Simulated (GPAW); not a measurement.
**Al in GPAW: convergence with k mesh**

Al:

```xyz
1
Lattice="2.8635 0.0000 0.0000 1.4318 2.4799 0.0000 1.4318 0.8266 2.3380" Properties=species:S:1:pos:R:3 pbc="T T T"
Al    0.0000    0.0000    0.0000
```

* Program: GPAW 26.7.0
* Task: elastic constants
* Functional: PBE
* Dispersion: D3M(BJ)
* Potentials or basis: GPAW PAW data sets (gpaw-data 1.2.1)
* Cutoff: 450 eV
* Basis: pw
* k mesh: 3 × 3 × 3
* Occupations: fermi-dirac, width 0.05 eV
* Spin: no spin polarisation

These are the settings of the first run; the series varies k mesh, with any setting tied to it.

Hardware: 1 thread of Arm Neoverse V1, with other jobs on the host.

| k mesh | energy less the tightest run, at zero smearing (meV/atom) | SCF cycles | CPU time (s) | peak memory (GiB) |
| --- | --- | --- | --- | --- |
| 3 × 3 × 3 | 571.09 | 9 | 6.8 | 0.14 |
| 4 × 4 × 4 | 309.86 | 9 | 8.5 | 0.14 |
| 5 × 5 × 5 | 89.82 | 9 | 8.7 | 0.13 |
| 7 × 7 × 7 | -47.19 | 9 | 16 | 0.14 |
| 9 × 9 × 9 | 39.00 | 9 | 25 | 0.16 |
| 10 × 10 × 10 | 18.24 | 9 | 33 | 0.15 |
| 12 × 12 × 12 | 0.00 | 9 | 48 | 0.17 |

Not settled before the last step: the energy (to 1 meV/atom). Meshes of other sizes hit other points, so gaps and Fermi surfaces needn't settle smoothly. The tightest run that finished is the yardstick and may itself not be fully converged.

Caveat, for the tightest run too: the density grid can change from cell to cell, which puts small steps into energies and stress; the elastic tensor has a negative eigenvalue, so either the cell is unstable as it stands or the mesh is too thin.
